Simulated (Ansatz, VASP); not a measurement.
# Two plane-wave programs on Cd

```
Cd
1.0
     1.57901    0.90449    2.38531
    -1.65999    0.89892    2.44059
    -0.04532   -1.89348    2.44709
Cd
1
Direct
  0.99971 0.99976 0.01173
```

Change from the starting cell: cell strained at random at fixed volume.

Alike in both runs: task single point; functional PBE; k mesh 10 × 10 × 10; occupations fermi-dirac, width 0.05 eV; no spin polarisation.

|  | VASP | Ansatz |
| --- | --- | --- |
| version | VASP 6.6.1 | Ansatz 0.2.0 |
| potentials or method | VASP PAW PBE potentials, release 64 (Cd) | Ansatz PAW |
| plane-wave cutoff (eV) | 520 | 420 |
| valence electrons in the cell | 12 | 20 |

VASP gave:

| Item | Value |
| --- | --- |
| gap on the k mesh at the Fermi level (eV) | none |
| pressure (GPa) | 2.4 |
| largest component of the traceless stress (GPa) | 0.84 |

Problem. Estimate Ansatz's values.

Solution. gap on the k mesh at the Fermi level (eV): none; pressure (GPa): 2.1; largest component of the traceless stress (GPa): 0.83.

A gap of «none» marks a metal or a gap that the smearing closes. With one functional, cell and mesh, what is left measures potentials, basis and numerics. The two sets of potentials don't hold the same shells in valence.
